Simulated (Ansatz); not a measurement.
# BaTiO3 (P4mm)

All numbers below come from DFT PBE, scalar-relativistic, plane waves, PAW (Ansatz).

Settings: cutoff 420 eV, Γ-centred mesh 8×8×8 on the computed 5-atom cell, Gaussian smearing of 0.02 eV; no spin polarisation.

The structure is relaxed at this level of theory with its symmetry kept. Whether it is the stable form of this composition wasn't checked.

```cif
data_structure
_symmetry_space_group_name_H-M 'P 1'
_symmetry_Int_Tables_number 1
_cell_length_a 3.9853
_cell_length_b 3.9853
_cell_length_c 4.2022
_cell_angle_alpha 90.000
_cell_angle_beta 90.000
_cell_angle_gamma 90.000
_cell_volume 66.74
loop_
_atom_site_label
_atom_site_type_symbol
_atom_site_fract_x
_atom_site_fract_y
_atom_site_fract_z
_atom_site_occupancy
Ba1 Ba 0.00000 0.00000 0.98930 1
Ti1 Ti 0.50000 0.50000 0.47205 1
O1 O 0.50000 0.50000 0.04088 1
O2 O 0.50000 0.00000 0.52038 1
O3 O 0.00000 0.50000 0.52038 1
```

```
Space group                                                                                                                                 : P4mm (No. 99)
Volume per atom                                                                                                                             : 13.35 Å³
Formation energy from the elements' standard states (uncorrected)                                                                           : -3.102 eV/atom
Kohn–Sham band gap                                                                                                                          : 1.84 eV, indirect from A to Γ
Löwdin character of the top 1 eV of the valence band                                                                                        : O 2p 94 %
Löwdin character of the lowest 1 eV of the conduction band                                                                                  : Ti 3d 84 %, O 2p 12 %
Electron masses at the edge by Cartesian direction of the standard setting (m_e; degenerate bands sorted by energy; no spin-orbit coupling) : x: 0.45; y: 0.45; z: 9.2
Hole masses at the edge by Cartesian direction of the standard setting (m_e; degenerate bands sorted by energy; no spin-orbit coupling)     : x: 0.87; y: 0.87; z: 22
Electronic dielectric constant xx, yy, zz of the standard setting (independent particles)                                                   : 6.3, 6.3, 5.8
Bader charges (e)                                                                                                                           : Ba (1 in the cell) 1.54, Ti (1 in the cell) 2.19, O (1 in the cell) -1.21, O (2 in the cell) -1.26
```

Spin-orbit coupling is left out, which matters for the bands of heavy elements.

A ferromagnetic start lost its moments in a first run, so spin was left out; other magnetic orders weren't tried.